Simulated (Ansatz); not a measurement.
# WS2: the cost of one run

Computed with Ansatz 0.2.0 (DFT PBE+D3(BJ), scalar-relativistic, plane waves, PAW, unless a step's input says otherwise).

5 further runs of the same task are left out: 2 that didn't finish, 3 set aside as unsound or not needed.

## (1) The structure to begin with

It takes space group P6_3/mmc (No. 194, hexagonal). The conventional cell has a = 3.154 Å, b = 3.154 Å, c = 12.148 Å, α = 90.00°, β = 90.00°, γ = 120.00°. Around W (site symmetry -6m2) lie 6 S at 2.41 Å. S (site symmetry 3m) is surrounded by 3 W at 2.41 Å.

Coordinates:

```
W S
1.0
     3.15415    0.00000    0.00000
    -1.57708    2.73157    0.00000
     0.00000    0.00000   12.14778
W S
2 4
Direct
  0.33333 0.66667 0.75017
  0.66667 0.33333 0.24983
  0.33333 0.66667 0.12021
  0.66667 0.33333 0.62054
  0.33333 0.66667 0.37946
  0.66667 0.33333 0.87979
```

It goes back to an entry of the Materials Project, which need not be the stable form.

This cell was relaxed beforehand with the same method: volume 17.44 Å³/atom, gap on the mesh 0.89 eV.

## (2) Bands, states and charges

input.yaml

```yaml
crystal:
  lattice:
    - [3.1541505634, 0.0, 0.0]
    - [-1.5770752817, 2.7315745153, 0.0]
    - [0.0, 0.0, 12.1477773454]
  atoms:
    - { symbol: W, position: [0.3333333333, 0.6666666667, 0.7501682012] }
    - { symbol: W, position: [0.6666666667, 0.3333333333, 0.2498317988] }
    - { symbol: S, position: [0.3333333333, 0.6666666667, 0.1202132495] }
    - { symbol: S, position: [0.6666666667, 0.3333333333, 0.6205433143] }
    - { symbol: S, position: [0.3333333333, 0.6666666667, 0.3794566857] }
    - { symbol: S, position: [0.6666666667, 0.3333333333, 0.8797867505] }
basis:
  ecutwfc: 420
kpoints:
  mp_grid: { grid: [12, 12, 4] }
  band_path:
    path:
      - [[0.0, 0.0, 0.0], [0.5, 0.0, 0.0], [0.33333333, 0.33333333, 0.0], [0.0, 0.0, 0.0], [0.0, 0.0, 0.5], [0.5, 0.0, 0.5], [0.33333333, 0.33333333, 0.5], [0.0, 0.0, 0.5]]
      - [[0.5, 0.0, 0.5], [0.5, 0.0, 0.0]]
      - [[0.33333333, 0.33333333, 0.5], [0.33333333, 0.33333333, 0.0]]
    npoints: 14
hamiltonian:
  xc: pbe
  dispersion: d3bj
scf:
  occupations: { method: gaussian, width: 0.02 }
  n_extra_bands: 15
output:
  forces: true
  stress: true
  eigenvalues: true
  populations: true
  dos: { projected: true, de: 0.02, nscf_kmesh: { grid: [18, 18, 6] } }
  bader: true
  write_density: true
  write_potential: true
  elf: true
  volumetric_format: npy
```

Run with:

```bash
$ ansatz run input.yaml --threads 1 --pin off --max-ram 2560MiB --backend cpu --events-out ev --progress --plain --runs-dir out
```

**Question.** How long does this run take on 1 thread of Intel Xeon 6975P-C (Granite Rapids), shared host, and how much memory does it need?

About 72 s, with a peak of 0.76 GiB.
